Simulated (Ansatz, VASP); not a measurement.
# Two plane-wave programs on Si

```
CELL_PARAMETERS angstrom
4.12095 0.00000 0.00000
-2.06047 3.56885 0.00000
0.00000 0.00000 2.65479
ATOMIC_POSITIONS crystal
Si 0.33333 0.66667 0.50000
Si 0.66667 0.33333 0.50000
```

The cell was built by a generator and needn't be a form met in nature.

Alike in both runs: task relaxation of cell and atoms; functional HSEsol; k mesh 4 × 4 × 5; occupations fermi-dirac, width 0.05 eV; no spin polarisation.

|  | VASP | Ansatz |
| --- | --- | --- |
| version | VASP 6.6.1 | Ansatz 0.2.0 |
| potentials or method | VASP PAW PBE potentials, release 64 (Si) | Ansatz PAW |
| plane-wave cutoff (eV) | 600 | 420 |
| valence electrons in the cell | 8 | 8 |

```tsv
	VASP	Ansatz	Ansatz less VASP
gap on the k mesh at the Fermi level, each at its own relaxed structure (eV)	none	none	-
relaxed volume (Å³/atom)	18.62	18.65	+0.030
relaxed cell length with the largest relative difference (Å)	4.116	4.119	+0.0028
energy change over the relaxation (meV/atom)	-35	-34	+0.7
```

A gap of «none» marks a metal or a gap that the smearing closes.

Caveats: the k mesh is coarse (spacing up to 0.47 Å⁻¹), so the values aren't converged, least of all with exact exchange; the PAW data sets were made with another functional, which shifts forces and pressure a little (VASP); the plane-wave basis is chosen anew once the cell has moved, so the energies of steps on either side of that aren't comparable (Ansatz); the PAW data sets come from PBE, with cores solved anew for the run's functional, which leaves a small shift of forces and pressure (Ansatz).
